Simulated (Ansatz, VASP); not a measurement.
# C: VASP beside Ansatz

```
C
1.0
     0.00000    1.75088    1.88219
     1.75088    0.00000    1.88219
     1.75088    1.75088    0.00000
C
2
Direct
  0.50000 0.50000 0.50000
  0.75000 0.75000 0.75000
```

Alike in both runs: task single point; functional LDA; k mesh 12 × 12 × 12; occupations gaussian, width 0.05 eV; no spin polarisation.

|  | VASP | Ansatz |
| --- | --- | --- |
| version | VASP 6.6.1 | Ansatz 0.2.0 |
| potentials or method | VASP PAW LDA potentials, release 64 (C) | scalar-relativistic, plane waves, PAW |
| plane-wave cutoff (eV) | 520 | 520 |
| valence electrons in the cell | 8 | 8 |

|  | VASP | Ansatz | Ansatz less VASP |
| --- | --- | --- | --- |
| gap on the k mesh at the Fermi level (eV) | 3.19 | 3.19 | +0.008 |
| least direct gap on the mesh (eV) | 4.86 | 4.86 | -0.001 |
| pressure (GPa) | -18.5 | -20.0 | -1.44 |
| largest component of the traceless stress (GPa) | 46.91 | 46.97 | +0.056 |

Ansatz warned: «pseudo_functional_mismatch».

Caveats: so large a pressure means that the cell lies far from this level's equilibrium, or that cutoff or potentials fall short (VASP).
